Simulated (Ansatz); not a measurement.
Write the native input for Ansatz 0.2.0 that does the following.

```
Task                : single point
Functional          : PBE
Potentials or basis : Ansatz PAW
Cutoff              : 420 eV (not typed: the program's choice for these potentials)
k mesh              : 8 × 8 × 5
Occupations         : fermi-dirac, width 0.05 eV
Spin                : collinear spin, program default start
Fixed moment        : 0 μB
```

CoO:

```
Co O
1.0
     3.19765    0.00000    0.00000
    -1.59882    2.76924    0.00000
     0.00000    0.00000    5.22871
Co O
2 2
Direct
  0.33333 0.66667 0.50336
  0.00000 0.00000 0.00347
  0.33333 0.66667 0.87156
  0.00000 0.00000 0.37161
```

Measurements of this composition are mostly on another form, of space group No. 225.

One way to write it, as run:

input.yaml

```yaml
crystal:
  lattice:
    - [3.1976457435, 0.0, 0.0]
    - [-1.5988228718, 2.7692424462, 0.0]
    - [0.0, 0.0, 5.22870971]
  atoms:
    - { symbol: Co, position: [0.3333333333, 0.6666666667, 0.50336241] }
    - { symbol: Co, position: [0.0, 0.0, 0.00347414] }
    - { symbol: O, position: [0.3333333333, 0.6666666667, 0.8715556] }
    - { symbol: O, position: [0.0, 0.0, 0.37160885] }
hamiltonian:
  xc: pbe
  pseudopotentials: { kind: paw }
magnetization:
  spin_polarized: true
  initial_magnetization: 0.0
  spin_locking: { lock_magnetization: hard }
kpoints:
  mp_grid: { grid: [8, 8, 5] }
scf:
  occupations: { method: fermi_dirac, width: 0.05 }
  lower_state_search: "off"
output:
  forces: true
  stress: true
  eigenvalues: true
  write_density: true
  write_potential: true
  elf: true
  volumetric_format: npy
```

Potentials or basis: Ansatz PAW.

Command:

```sh
$ ansatz run input.yaml --threads 2 --pin off --max-ram 5632MiB --backend cpu --events-out ev --progress --plain --runs-dir out
```

It gave:

```
Pressure        : -14.9 GPa
Largest force   : 0.128 eV/Å
Net moment      : 0.00 μB per cell
Absolute moment : 0.00 μB per cell
```

Caveat: the pressure holds a Pulay correction of +0.6 GPa for the finite cutoff; the total moment is fixed, so each spin has its own Fermi level; the thresholds are loose for stress.

Wall time 8.1 s on 2 threads of Arm Neoverse N1, on a shared host, peak memory 0.33 GiB.
